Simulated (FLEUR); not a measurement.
# Pd (P6_3/mmc) in FLEUR: further runs, part 2 of 2

FLEUR MaX-R8.1 (later development tree).

### Step 5. Equation of state, r2SCAN, 15.53 Å³/atom

inp.xml

```xml
<?xml version="1.0" encoding="UTF-8" standalone="no"?>
<fleurInput fleurInputVersion="0.39">
   <comment>
      Pd                                                                                                  
   </comment>
   <calculationSetup>
      <cutoffs Kmax="4.15" Gmax="12.9" GmaxXC="12.9" numbands="0"/>
      <scfLoop itmax="80" minDistance="0.0001" maxIterBroyd="30" imix="Anderson" alpha="0.05" precondParam="0.0" spinf="2.0" sdNocoIR="T"/>
      <coreElectrons ctail="F" frcor="F" kcrel="0" coretail_lmax="0"/>
      <xcFunctional name="LibXC" relativisticCorrections="F">
         <LibXCName exchange="mgga_x_r2scan" correlation="mgga_c_r2scan"/>
         <AuxGGA exchange="117" correlation="130"/>
      </xcFunctional>
      <magnetism jspins="1"/>
      <soc l_soc="F" theta="0.0" phi="0.0" spav="F"/>
      <expertModes spex="0" secvar="F"/>
      <geometryOptimization l_f="F" forcealpha="1.0" forcemix="BFGS" epsdisp="0.00001" epsforce="0.00001"/>
      <ldaU l_linMix="F" mixParam="0.05" spinf="1.0"/>
   </calculationSetup>
   <cell>
      <bzIntegration valenceElectrons="36.0" mode="hist" fermiSmearingEnergy="0.00183747">
         <kPointListSelection listName="default-1"/>
         <!-- k-points included here -->
         <xi:include xmlns:xi="http://www.w3.org/2001/XInclude" href="kpts.xml"> </xi:include>
      </bzIntegration>
      <!-- symmetry operations included here -->
      <xi:include xmlns:xi="http://www.w3.org/2001/XInclude" href="sym.xml"> </xi:include>
      <bulkLattice scale="1.0000000000">
         <bravaisMatrix>
            <row-1>    5.2603645591841151     0.0000000000000000     0.0000000000000000</row-1>
            <row-2>   -2.6301822795920575     4.5556093414404790     0.0000000000000000</row-2>
            <row-3>    0.0000000000000000     0.0000000000000000     8.7473400300780675</row-3>
         </bravaisMatrix>
      </bulkLattice>
   </cell>
   <atomSpecies>
      <species name="Palladium (Pd)" element="Pd" atomicNumber="46">
         <mtSphere radius="2.36" gridPoints="807" logIncrement="0.016"/>
         <atomicCutoffs lmax="10" lnonsphr="10"/>
         <electronConfig flipSpins="F">
            <coreConfig>(1s1/2) (2s1/2) (2p1/2) (2p3/2) (3s1/2) (3p1/2) (3p3/2) (3d3/2) (3d5/2)</coreConfig>
            <valenceConfig>(4s1/2) (4p1/2) (4p3/2) (5s1/2) (4d3/2) (4d5/2)</valenceConfig>
            <stateOccupation state="(5s1/2)" spinUp="0.500000" spinDown="0.500000"/>
            <stateOccupation state="(4d3/2)" spinUp="1.800000" spinDown="1.800000"/>
            <stateOccupation state="(4d5/2)" spinUp="2.700000" spinDown="2.700000"/>
         </electronConfig>
         <energyParameters s="5" p="5" d="4" f="4"/>
         <lo type="SCLO" l="0" n="4" eDeriv="0"/>
         <lo type="SCLO" l="1" n="4" eDeriv="0"/>
         <lo type="SCLO" l="1" n="4" eDeriv="1"/>
         <lo type="SCLO" l="2" n="4" eDeriv="2"/>
         <lo type="SCLO" l="3" n="4" eDeriv="2"/>
      </species>
   </atomSpecies>
   <atomGroups>
      <atomGroup species="Palladium (Pd)">
         <relPos label="                   1">1.000/3.000 -1.000/3.000 1.000/4.000</relPos>
         <relPos label="                   2">-1.000/3.000 1.000/3.000 -1.000/4.000</relPos>
         <force calculate="T" relaxXYZ="TTT"/>
      </atomGroup>
   </atomGroups>
   <output dos="F" band="F" slice="F">
      <checks vchk="F" cdinf="F"/>
      <bandDOS minEnergy="-.5*Htr" maxEnergy="0.5*Htr" sigma="0.015" storeEVData="T"/>
      <vacuumDOS vacdos="F" integ="F" star="F" nstars="0" locx1="0.0" locy1="0.0" locx2="0.0" locy2="0.0" nstm="0" tworkf="0.0"/>
      <unfoldingBand unfoldBand="F" supercellX="1" supercellY="1" supercellZ="1"/>
      <plotting iplot="0" polar="F">
         <plot TwoD="T" vec1="  1.0  0.0  0.0" vec2="  0.0  1.0  0.0" vec3="  0.0  0.0  1.0" zero="  0.0  0.0  0.0" file="plot"/>
      </plotting>
      <chargeDensitySlicing numkpt="0" minEigenval="0.0" maxEigenval="0.0" nnne="0" pallst="F"/>
      <specialOutput eonly="F"/>
      <moessbauerParams electricFieldGradient="T" isomerShift="T" coreHyperfine="T" valenceHyperfine="T"/>
      <magneticCircularDichroism mcd="F" energyLo="-10.0" energyUp="0.0"/>
   </output>
  <!-- We include the file relax.xml here to enable relaxations (see documentation) -->
  <xi:include xmlns:xi="http://www.w3.org/2001/XInclude" href="relax.xml"> <xi:fallback/> </xi:include>
</fleurInput>
```

On the command line:

```
$ inpgen -f crystal.txt -profile fastHighL
$ # inp.xml edited to the form shown
$ fleur_MPI
```

Run time: 84 s. Hardware: 1 thread of Intel Xeon at 2.50GHz (Skylake/Cascade Lake), shared host; peak memory 0.09 GiB.

The run converged. Its results:

* Free energy: -274681.6036 eV
* Band gap on the k mesh: none (metal or under the smearing width)
* Valence electrons inside the program's atomic spheres: Pd 16.45 (radii Pd 2.36 bohr)

Caveat: the meta-GGA is that of a development version, with a GGA for the radial functions and cores and without core tails.

### Step 6. Equation of state, r2SCAN, 16.15 Å³/atom (volume scaled by 1.04)

inp.xml, as its differences from that of step 5:

```diff
@@ -27,3 +27,3 @@
       <xi:include xmlns:xi="http://www.w3.org/2001/XInclude" href="sym.xml"> </xi:include>
-      <bulkLattice scale="1.0000000000">
+      <bulkLattice scale="1.0131594038">
          <bravaisMatrix>
```

Potentials or basis: all-electron, FLAPW.

On the command line:

```
$ inpgen -f crystal.txt -profile fastHighL
$ # inp.xml edited to the form shown
$ fleur_MPI
```

It took 93 s on 1 thread of Intel Xeon at 2.50GHz (Skylake/Cascade Lake), shared host; peak memory 0.09 GiB.

It converged, with:

```
Free energy                                           : -274681.5395 eV
Band gap on the k mesh                                : none (metal or under the smearing width)
Valence electrons inside the program's atomic spheres : Pd 16.42 (radii Pd 2.36 bohr)
```

Caveat: the meta-GGA is that of a development version, with a GGA for the radial functions and cores and without core tails.

### Step 7. Equation of state, r2SCAN, 16.46 Å³/atom (volume scaled by 1.06)

inp.xml, as its differences from that of step 6:

```diff
@@ -27,3 +27,3 @@
       <xi:include xmlns:xi="http://www.w3.org/2001/XInclude" href="sym.xml"> </xi:include>
-      <bulkLattice scale="1.0131594038">
+      <bulkLattice scale="1.0196128224">
          <bravaisMatrix>
```

On the command line:

```
$ inpgen -f crystal.txt -profile fastHighL
$ # inp.xml edited to the form shown
$ fleur_MPI
```

Run time: 99 s. Hardware: 1 thread of Intel Xeon at 2.50GHz (Skylake/Cascade Lake), shared host; peak memory 0.09 GiB.

It converged, with:

```
Free energy                                           : -274681.4937 eV
Band gap on the k mesh                                : none (metal or under the smearing width)
Valence electrons inside the program's atomic spheres : Pd 16.40 (radii Pd 2.36 bohr)
```

Caveat: the meta-GGA is that of a development version, with a GGA for the radial functions and cores and without core tails.

### Step 8. Equation of state, r2SCAN

Potentials or basis: all-electron, FLAPW.

This step only gathers the single runs of the series.

What came out:

| Quantity | Value |
| --- | --- |
| Equilibrium volume | 15.01 Å³/atom |
| Bulk modulus at fixed shape and positions | 179 GPa |

Energy against volume, from the lowest point:
| volume (Å³/atom) | energy (meV/atom) |
| --- | --- |
| 14.600 | 6.34 |
| 14.910 | 0.00 |
| 15.531 | 8.90 |
| 16.153 | 40.96 |
| 16.463 | 63.87 |

Caveat: the meta-GGA is that of a development version, with a GGA for the radial functions and cores and without core tails; the cell was scaled at fixed shape and fractional positions, which overstates the stiffness of a crystal with free parameters, most of all of layers and chains.
